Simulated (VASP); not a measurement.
Runs of VASP 6.6.1 on In2O3. It takes space group Ia-3 (No. 206, cubic). The conventional cell has a = 9.984 Å, b = 9.984 Å, c = 9.984 Å, α = 90.00°, β = 90.00°, γ = 90.00°. Around In (site symmetry -3) lie 6 O at 2.15 Å. In (site symmetry 2) is surrounded by 6 O at 2.10 to 2.20 Å. O (site symmetry 1) has 4 In at 2.10 to 2.20 Å as nearest neighbours. 

```tsv
cell	target pressure	gap on the mesh (eV)	pressure (GPa)	largest force (eV/Å)
relaxed to 20 GPa	20 GPa	1.57	20.0	-
relaxed to 5 GPa	5 GPa	1.18	5.0	0.01
relaxed to 10 GPa	10 GPa	(a)	10.0	0.01
relaxed	-	(b)	0.0	0.01
relaxed to 30 GPa	30 GPa	1.78	30.0	0.01
```

Alike in all rows: task relaxation of cell and atoms; level PBEsol; potentials or basis VASP PAW PBE potentials, release 64 (In_d, O); no spin polarisation; k mesh 2 × 2 × 2; cutoff (eV) 600; smearing fermi-dirac 0.05 eV; the mesh is coarse, so values aren't converged.

Q: Fill in the values left out.

A: (a) 1.32; (b) 1.02.

Caveats: all runs use coarse meshes; the PAW data sets were made with another functional, which shifts forces and pressure a little; spin-orbit coupling is left out, which moves the levels of the heavy elements; the cell is relaxed towards a set pressure, so the enthalpy falls and the energy may rise (some runs).

A k mesh can miss the band edges, and the runs leave out spin-orbit coupling on In.
